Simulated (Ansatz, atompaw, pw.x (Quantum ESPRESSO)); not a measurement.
# What a changed setting does to a pw.x run (sc H)

Potential: PAW, atompaw 4.2.0.5, PBE; core none, reference 1s1; waves: 1s (bound): rc 1.20 bohr; 1s channel at 1.95 Ry: rc 1.40 bohr; 2p channel at 0.15 Ry: rc 1.40 bohr; 2p channel at 0.7 Ry: rc 1.40 bohr; local part: bessel scheme, radius 1.30 bohr; core correction: none; augmentation: sinc compensation charge, radius 1.25 bohr; PAW radius 1.40 bohr; waves and projectors: custom rrkj vanderbiltortho.

The reference run (k-mesh 18³, cutoffs 40/400 Ry, Fermi–Dirac 0.01 Ry, mixing_beta 0.4, conv_thr 1e-9, no spin) gives 1.90 GPa at 3.057 Å³/atom, where all-electron LAPW gives 1.13 GPa. This run, with its own iteration cap, changes k-mesh points per axis to 3.

```
&control
  calculation='scf', prefix='x', pseudo_dir='./', outdir='./tmp', tstress=.true., disk_io='none'
/
&system
  ibrav=0, nat=1, ntyp=1, ecutwfc=40, ecutrho=400, nbnd=7,
  occupations='smearing', smearing='fd', degauss=0.01
/
&electrons
  conv_thr=1e-09, mixing_beta=0.4, electron_maxstep=60
/
ATOMIC_SPECIES
H 1.0 H.UPF
CELL_PARAMETERS angstrom
  1.45132657 0.00000000 0.00000000
  0.00000000 1.45132657 0.00000000
  0.00000000 0.00000000 1.45132657
ATOMIC_POSITIONS crystal
H 0.0000 0.0000 0.0000
K_POINTS automatic
3 3 3 0 0 0
```

```bash
pw.x < H.scf.in > H.scf.out
```

How does the run end?

It converges in 6 iterations; the free energy moves by +724.9 meV/atom and the pressure by +28.80 GPa.

```
Message from routine setup:
     using ibrav=0 with symmetry is DISCOURAGED, use correct ibrav instead
     lattice parameter (alat)  =       2.7426  a.u.
     unit-cell volume          =      20.6297 (a.u.)^3
     number of electrons       =         1.00
     number of Kohn-Sham states=            7
     kinetic-energy cutoff     =      40.0000  Ry
     charge density cutoff     =     400.0000  Ry
     scf convergence threshold =      1.0E-09
     Exchange-correlation= SLA PW PBX PBC
     number of k points=     4  Fermi-Dirac smearing, width (Ry)=  0.0100
     iteration #  1     ecut=    40.00 Ry     beta= 0.40
     total energy              =      -1.03286342 Ry
     estimated scf accuracy    <       0.00019754 Ry
     iteration #  2     ecut=    40.00 Ry     beta= 0.40
     total energy              =      -1.03271507 Ry
     estimated scf accuracy    <       0.00007739 Ry
     iteration #  3     ecut=    40.00 Ry     beta= 0.40
     total energy              =      -1.03272072 Ry
     estimated scf accuracy    <       0.00000016 Ry
     iteration #  4     ecut=    40.00 Ry     beta= 0.40
     total energy              =      -1.03271887 Ry
     estimated scf accuracy    <       0.00000008 Ry
     iteration #  5     ecut=    40.00 Ry     beta= 0.40
     total energy              =      -1.03271888 Ry
     estimated scf accuracy    <          1.5E-09 Ry
     iteration #  6     ecut=    40.00 Ry     beta= 0.40
     the Fermi energy is     2.1626 ev
!    total energy              =      -1.03271888 Ry
     estimated scf accuracy    <          2.6E-10 Ry
     smearing contrib. (-TS)   =      -0.00613041 Ry
     convergence has been achieved in   6 iterations
          total   stress  (Ry/bohr**3)                   (kbar)     P=      306.95
     Message from routine punch:
     Nothing written, as per user request (disk_io='none')
```

The run took about 1.4 s on one core of a shared host (Intel(R) Xeon(R) Platinum 8559C, 192 threads, 1488 GiB, load 97).
